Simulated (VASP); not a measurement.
Crystal: Se.

```
Se
1.0
     4.36620    0.00000    0.00000
    -2.18310    3.78124    0.00000
     0.00000    0.00000    4.95360
Se
3
Direct
  0.77460 0.77460 0.00000
  0.00000 0.22540 0.66667
  0.22540 0.00000 0.33333
```

Program: VASP 6.6.1. Alike in all runs: task band structure; no spin polarisation; cell as given; k mesh 8 × 8 × 6; cutoff (eV) 520; smearing gaussian 0.02 eV.

Q: Order these runs on this cell by their pressure, lowest first.
A. level PBE; potentials or basis VASP PAW PBE potentials, release 64 (Se)
B. level r2SCAN; potentials or basis VASP PAW PBE potentials, release 64 (Se)
C. level LDA; potentials or basis VASP PAW LDA potentials, release 64 (Se)

A: C (-1.1 GPa), B (1.3 GPa), A (2.9 GPa).

Caveats: the PAW data sets were made with another functional, which shifts forces and pressure a little (some runs).
